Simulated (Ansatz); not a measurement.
**Be: properties at the relaxed cell**

One table from this session's results is given with a row withheld; the runs are named, their logs left out.

Computed with Ansatz 0.2.0 (DFT PBE, scalar-relativistic, plane waves, PAW, unless a step's input says otherwise).

1 further run of the same task is left out (set aside as unsound or not needed).

### The structure to begin with

Symmetry: P6_3/mmc, No. 194, hexagonal system. The conventional cell has a = 2.265 Å, b = 2.265 Å, c = 3.561 Å, α = 90.00°, β = 90.00°, γ = 120.00°. Around Be (site symmetry -6m2) lie 12 Be at 2.21 to 2.26 Å.

As a file:

```
Be
1.0
     2.26497    0.00000    0.00000
    -1.13248    1.96152    0.00000
     0.00000    0.00000    3.56107
Be
2
Direct
  0.33333 0.66667 0.25000
  0.66667 0.33333 0.75000
```

This cell was relaxed beforehand with the same method: volume 7.91 Å³/atom, gap on the mesh none (metal).

The first run:

input.yaml reads:

```yaml
crystal:
  lattice:
    - [2.2649667892, 0.0, 0.0]
    - [-1.1324833946, 1.9615187782, 0.0]
    - [0.0, 0.0, 3.5610714427]
  atoms:
    - { symbol: Be, position: [0.3333333333, 0.6666666667, 0.25] }
    - { symbol: Be, position: [0.6666666667, 0.3333333333, 0.75] }
basis:
  ecutwfc: 420
kpoints:
  mp_grid: { grid: [24, 24, 12] }
  band_path:
    path:
      - [[0.0, 0.0, 0.0], [0.5, 0.0, 0.0], [0.33333333, 0.33333333, 0.0], [0.0, 0.0, 0.0], [0.0, 0.0, 0.5], [0.5, 0.0, 0.5], [0.33333333, 0.33333333, 0.5], [0.0, 0.0, 0.5]]
      - [[0.5, 0.0, 0.5], [0.5, 0.0, 0.0]]
      - [[0.33333333, 0.33333333, 0.5], [0.33333333, 0.33333333, 0.0]]
    npoints: 14
hamiltonian:
  xc: pbe
scf:
  occupations: { method: gaussian, width: 0.1 }
  n_extra_bands: 6
output:
  forces: true
  stress: true
  eigenvalues: true
  populations: true
  dos: { projected: true, de: 0.02, nscf_kmesh: { grid: [36, 36, 18] } }
  bader: true
  write_density: true
  write_potential: true
  elf: true
  volumetric_format: npy
```

On the command line:

```bash
$ ansatz run input.yaml --threads 1 --pin off --max-ram 2560MiB --backend cpu --events-out ev --progress --plain --runs-dir out
```

Among the steps run: Electronic structure at the relaxed geometry; Volume × 0.97; Volume × 1.03; Volume × 0.94; Volume × 1.06.

One of the session's tables, all rows but one given; the rest of the session is left out.

It belongs to the step «Fit of the equation of state». 

| volume (Å³/atom) | energy above the lowest point (meV/atom) | pressure (GPa) |
| --- | --- | --- |
| 7.436 | 11.9 | 8.40 |
| 7.673 | ? | ? |
| 7.911 | 0.0 | -0.01 |
| 8.148 | 2.6 | -3.46 |
| 8.385 | 10.0 | -6.49 |

Q: Estimate the row for volume (Å³/atom) = 7.673 from the others.

Worked estimate for «energy above the lowest point (meV/atom)». A straight line through the neighbours (7.436, 11.9) and (7.911, 0.0) gives 11.9 + (0.0 − 11.9) × (7.673 − 7.436) / (7.911 − 7.436) = 6.0; a parabola fitted to 3 rows on both sides gives 3.1.

As computed: energy above the lowest point (meV/atom): 2.8; pressure (GPa): 3.92. In «energy above the lowest point (meV/atom)» the line misses by +3.2 and the parabola by +0.3.
